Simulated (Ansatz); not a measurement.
Base system: AlSb in the zinc blende structure (space group F-43m, No. 216; a = 6.226 Å).

Computed with plane-wave PAW DFT at the PBE level (Ansatz, a quantum-chemistry and plane-wave program, 420 eV), no spin-orbit coupling.

Base values:

The width of the top valence band is 2.59 eV, the volume per atom is 30.16 Å³ and the smallest direct gap is 1.28 eV. The valley order comes out as L along ⟨111⟩ 1.24 eV; a point along ⟨100⟩, about 0.9 Å⁻¹ from Γ 1.27 eV; Γ 1.28 eV.

Perturbation: a hydrostatic pressure of 5 GPa.

Question: What does the calculation give for the width of the top valence band, volume per atom, smallest direct gap and valley order after the change?

Answer: The width of the top valence band goes up by 0.29 eV to 2.88 eV; the volume per atom decreases by 2.44 Å³ (30.16 Å³ → 27.72 Å³); the smallest direct gap goes up by 0.66 eV (1.28 eV → 1.94 eV); the valley order (the lowest conduction-band minima on the path, energy above the VBM, named in the base's zone) goes from L along ⟨111⟩ 1.24 eV; a point along ⟨100⟩, about 0.9 Å⁻¹ from Γ 1.27 eV; Γ 1.28 eV to a point along ⟨100⟩, about 0.9 Å⁻¹ from Γ 1.14 eV; L along ⟨111⟩ 1.48 eV; Γ 1.94 eV.

With Sb present, leaving out spin-orbit coupling can change the band edges. Load acts through the strain it causes; cell and atoms are relaxed under it. Whether these cells are dynamically stable was not tested. Tetrahedral semiconductors of this kind turn to denser phases somewhere between about 1 and 50 GPa; those were not computed, so compressed cells here can lie past the real transition.
